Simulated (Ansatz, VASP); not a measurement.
## Ca: VASP beside Ansatz

```
CELL_PARAMETERS angstrom
0.00000 2.79420 2.79420
2.79420 0.00000 2.79420
2.79420 2.79420 0.00000
ATOMIC_POSITIONS crystal
Ca 0.00000 0.00000 0.00000
```

Alike in both runs: functional revPBE; dispersion D3(BJ); k mesh 6 × 6 × 6; occupations gaussian, width 0.15 eV; non-collinear spin, spin-orbit coupling.

|  | VASP | Ansatz |
| --- | --- | --- |
| version | VASP 6.6.1 | Ansatz 0.2.0 |
| potentials or method | VASP PAW PBE potentials, release 64 (Ca_sv), cutoff 520 eV | all-electron LAPW, relativistic spinors |
| task | single point | band structure |

```csv
,VASP,Ansatz,Ansatz less VASP
gap on the k mesh at the Fermi level (eV),none,none,-
pressure (GPa),-1.3,-1.3,-0.01
net moment per atom (μB),0.00,0.00,0.000
dispersion energy (meV/atom),-401.3,-401.3,-0.08
```

A gap of «none» marks a metal or a gap that the smearing closes. Ansatz ran all-electron here, so the differences hold the error of VASP's frozen core and of both bases.

Caveats: the PAW data sets were made with another functional, which shifts forces and pressure a little (VASP); the k mesh is thin for a metal, which can move the energy by tens of meV per atom (Ansatz); pairwise dispersion overbinds metals, which lowers pressure and volume (Ansatz).
